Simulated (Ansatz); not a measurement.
The cell is MgO (CsCl type); cell and atoms were relaxed with r2SCAN. Space group Pm-3m (No. 221), cubic; a = 2.623 Å in the conventional setting, 9.03 Å³ an atom. Mg is surrounded by 8 O at 2.27 Å; O is surrounded by 8 Mg at 2.27 Å.

3 runs of the PAW code Ansatz on this cell differ in the functional (and in the settings that go with it). Levels are in eV from each run's valence top; v1 is the last filled band, c1 the first empty one.

Run A, mean stress -4.4 GPa (compression positive):
```
point      v4     v3     v2     v1    c1     c2
    Γ  -18.34  -1.03  -1.03  -1.03  2.57  10.26
    X  -17.01  -6.64  -0.57  -0.57  7.00   9.37
    M  -16.12  -4.79  -4.79   0.00  4.77  12.07
```

Run B, mean stress -0.6 GPa (compression positive):
```
point      v4     v3     v2     v1    c1     c2
    Γ  -20.27  -1.09  -1.09  -1.09  4.94  12.97
    X  -18.94  -7.03  -0.61  -0.61  9.64  12.46
    M  -18.04  -5.11  -5.11   0.00  7.40  15.28
```

Run C, mean stress +6.2 GPa (compression positive):
```
point      v4     v3     v2     v1    c1     c2
    Γ  -18.58  -1.02  -1.02  -1.02  2.64  10.49
    X  -17.31  -6.56  -0.56  -0.56  7.14   9.56
    M  -16.45  -4.74  -4.74   0.00  5.02  12.32
```

Task: Match the runs to LDA, PBE, PBE0.

Result: A is LDA, B is PBE0, C is PBE. In order of the gap: LDA 2.57, PBE 2.64, PBE0 4.94 eV.

No spin polarisation. The prototype was imposed, so other structures may be more stable.

The stress of a hybrid is loosely converged in these runs.

The meshes of the hybrids are coarse, so their gaps aren't converged to the digits shown.
